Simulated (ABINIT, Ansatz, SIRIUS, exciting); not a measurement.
# One calculation of Ti, 5 ways

```xyz
1
Lattice="-1.6651 1.6614 1.5991 1.6804 -1.7051 1.6580 1.6045 1.6445 -1.6428" Properties=species:S:1:pos:R:3 pbc="T T T"
Ti    0.0349   -0.0129   -0.0109
```

This isn't the form of Ti at room conditions, which is hcp.

The given cell was strained at random by a few per cent at fixed volume.

Alike in all runs: task single point; functional PBEsol; k mesh 11 × 11 × 11; occupations fermi-dirac, width 0.05 eV; no spin polarisation; no spin-orbit coupling. Pressure is positive in compression and, in plane waves, holds the error of the finite cutoff, which Ansatz's Pulay term estimates and takes out.

```
                                                         program and potentials  plane-wave cutoff (eV)                                                 notes  pressure (GPa)  energy over the undisturbed cell (meV/atom)
                                                             Ansatz, Ansatz PAW                     420  potentials made for PBE, which Ansatz adapts in part           -6.72                                         2.43
                                 Ansatz, all-electron LAPW, scalar-relativistic                       -                                                     -           -6.72                                            -
                 SIRIUS, PseudoDojo 0.4.1 PBEsol standard (scalar relativistic)                    1152                                                     -           -6.67                                         2.42
                                ABINIT, PseudoDojo NC SR PBEsol v0.4.1 standard                    1143                                                     -           -6.66                                         2.42
exciting, all-electron LAPW+lo, shipped species files, valence relativity iora*                       -                                                     -               -                                         2.49
```

The pressure spans -6.72 (Ansatz, all-electron LAPW, scalar-relativistic) to -6.66 GPa (ABINIT, PseudoDojo NC SR PBEsol v0.4.1 standard), with all-electron results at -6.72.

Differences between rows come from potentials, basis sets and numerical settings, since the functional is the same but for its coding. Runs on potential files found faulty are left out.
